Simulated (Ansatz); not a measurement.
**Work and stress of cleavage in BN**

The calculation used DFT PBEsol, scalar-relativistic, plane waves, PAW in Ansatz 0.2.0. Settings: plane waves to 420 eV, k-mesh 10×10×2 (Γ-centred), Gaussian smearing 0.05 eV. No spin polarisation. Energies are free energies at this smearing, counted from the undisturbed cell; pressure is positive in compression.

The undisturbed cell (relaxed at this level; this wurtzite form isn't the usual structure):

```
B N
1.0
    -2.54101    0.00000    0.00000
    -1.27051   -2.20058    0.00000
     0.00000    0.00000   12.60989
B N
6 6
Direct
  0.66667 0.66667 0.06244
  0.66667 0.66667 0.39578
  0.66667 0.66667 0.72911
  0.33333 0.33333 0.89578
  0.33333 0.33333 0.22911
  0.33333 0.33333 0.56244
  0.66667 0.66667 0.93762
  0.66667 0.66667 0.27096
  0.66667 0.66667 0.60429
  0.33333 0.33333 0.77096
  0.33333 0.33333 0.10429
  0.33333 0.33333 0.43762
```

The cut lies on the cell's a–b face, a (0 0 1) plane (indices in the standard cell, whose axes needn't be the Cartesian ones shown) of area 5.59 Å², between layers 1.57 Å apart. Vector c is lengthened by d along the normal with the atoms' Cartesian places fixed: one unrelaxed cut a cell. The traction is positive where the two halves pull on each other.

| d (Å) | energy (J/m²) | traction (GPa) |
| --- | --- | --- |
| -0.30 | 4.77 | -414.6 |
| -0.15 | 0.89 | -135.4 |
| 0.00 | 0.00 | 0.0 |
| 0.25 | 1.28 | 83.6 |
| 0.50 | 3.63 | 98.3 |
| 0.75 | 6.01 | 90.7 |
| 1.00 | 8.12 | 76.9 |
| 1.50 | 11.22 | 47.8 |
| 2.00 | 12.99 | 25.1 |
| 3.00 | 14.25 | 4.3 |
| 4.50 | 14.46 | 0.3 |
| 6.00 | 14.48 | 0.1 |

Question: What are the work of separation and the cleavage stress, and do they fit the universal binding curve?

Answer: The energy levels off near W ≈ 14.48 J/m² (the traction is down to 0.1 GPa), the energy of the two unrelaxed faces, 7.24 J/m² each on average. The largest sampled traction is 98.3 GPa at d = 0.50 Å, and a parabola through it and its two neighbours peaks at σ_max ≈ 98.6 GPa, d ≈ 0.54 Å. The curve E = W[1 − (1 + d/ℓ)exp(−d/ℓ)] peaks in traction at d = ℓ with σ_max = W/(eℓ); with 1 J/m² per Å = 10 GPa this W and σ_max give ℓ = 0.54 Å. A parabola through that curve at the same three d peaks at 0.57 Å, against 0.54 Å here, a fair fit. The cut parts unlike faces (N and B); in an ionic crystal that makes them polar, and the energy then depends on the thickness of the slab. The opened faces are metallic here, and spin polarisation, left out, could lower W. Real crystals break at far lower stress, because cracks concentrate it, and on the plane of lowest W, which needn't be this one.

The cut is rigid; relaxing the faces lowers these energies and usually the stresses.

The gap closes along the scan, which can put kinks into the curve.

Cost: 12 runs of about 1.1 core-minutes in all, on Intel Xeon 6975P-C (Granite Rapids) (shared hosts).